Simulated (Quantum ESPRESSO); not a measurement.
TaS2:

```
Ta S
1.0
     3.35000    0.00000    0.00000
    -1.67500    2.90119    0.00000
     0.00000    0.00000    5.86000
Ta S
1 2
Cartesian
  0.0000 0.0000 0.0000
  1.6750 0.9671 4.3950
  0.0000 1.9341 1.4650
```

* Program: Quantum ESPRESSO 7.5
* Task: single point
* Functional: PBE
* Potentials or basis: SSSP 1.3 efficiency PBE
* Cutoff: 748 eV
* Density cutoff: 5987 eV
* k mesh: 9 × 9 × 5
* Occupations: fermi-dirac, width 0.05 eV
* Spin: no spin polarisation

On this cell: pressure 9.1 GPa; largest force 1.234 eV/Å; band gap on the k mesh none (metal or under the smearing width).

The same run follows on a disturbed copy (atoms moved at random, drawn with an rms of 0.05 Å):

```
Ta S
1.0
     3.35000    0.00000    0.00000
    -1.67500    2.90119    0.00000
     0.00000    0.00000    5.86000
Ta S
1 2
Direct
  0.00412 0.00031 0.00212
  0.66602 0.33219 0.74854
  0.32466 0.66450 0.24582
```

Problem. What does the disturbed cell give?

Solution. The energy (extrapolated to zero smearing) moves by +12.6 meV/atom; pressure 10.0 GPa; largest force 1.798 eV/Å; band gap on the k mesh none (metal or under the smearing width).

Forces on the atoms (eV/Å):
```
Ta  -0.309 -0.055 -0.762
S    0.017  0.016 -1.012
S    0.292  0.039  1.774
```

Stress tensor (GPa, compression positive):
```
 8.23 -0.65  1.06
-0.65  8.39  0.08
 1.06  0.08 13.42
```

Caveats: this functional lacks dispersion, which binds the layers, so the pressure and a relaxed spacing across them are unreliable (some runs); forces of over 1 eV/Å show positions far from the minimum, so gaps and moduli don't describe the material at rest (some runs).
